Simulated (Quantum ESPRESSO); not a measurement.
**Ce under changes of volume**

One of the cells (34.371 Å³/atom); the others are scaled copies at fixed shape and fractional positions:

```
Ce
1.0
     0.00000    2.58060    2.58060
     2.58060    0.00000    2.58060
     2.58060    2.58060    0.00000
Ce
1
Cartesian
  0.0000 0.0000 0.0000
```

* Program: Quantum ESPRESSO 7.5
* Functional: PBE
* Dispersion: D3(BJ)
* Potentials or basis: SSSP 1.3 efficiency PBE
* Cutoff: 748 eV
* Density cutoff: 5987 eV
* k mesh: 9 × 9 × 9
* Occupations: fermi-dirac, width 0.05 eV
* Spin: collinear spin, ferromagnetic start
* Starting moments: [1.0] μB

| volume (Å³/atom) | energy over the lowest point (meV/atom) | pressure (GPa) | moment (μB per cell) |
| --- | --- | --- | --- |
| 32.309 | 0.00 | -6.8 | 0.26 |
| 32.996 | 29.57 | -6.6 | 0.58 |
| 33.684 | 58.46 | -6.6 | 0.75 |
| 34.371 | 87.14 | -6.5 | 0.86 |
| 35.058 | 115.86 | -6.5 | 0.96 |
| 35.746 | ? | ? | ? |
| 36.433 | 173.13 | -6.5 | 1.12 |

**Question.** What does the run at 35.746 Å³/atom give?

**Answer.** Energy over the lowest point 144.57 meV/atom; pressure -6.5 GPa; moment 1.04 μB per cell.

Worked out: A Birch-Murnaghan fit of order 3 (a polynomial in V^(-2/3)) to the other rows has no minimum within the range. It gives 144.43 meV/atom at 35.746 Å³/atom, against the run's 144.57, and -dE/dV = -6.7 GPa, against -6.5. A parabola through the other rows of the moment, of slope 0.0801 μB per Å³/atom there, gives 1.07 μB, against the run's 1.04.

Energies are extrapolated to zero smearing.

Caveats: the magnetic or orbital state may not be the lowest; pairwise dispersion overbinds metals, which lowers pressure and volume.
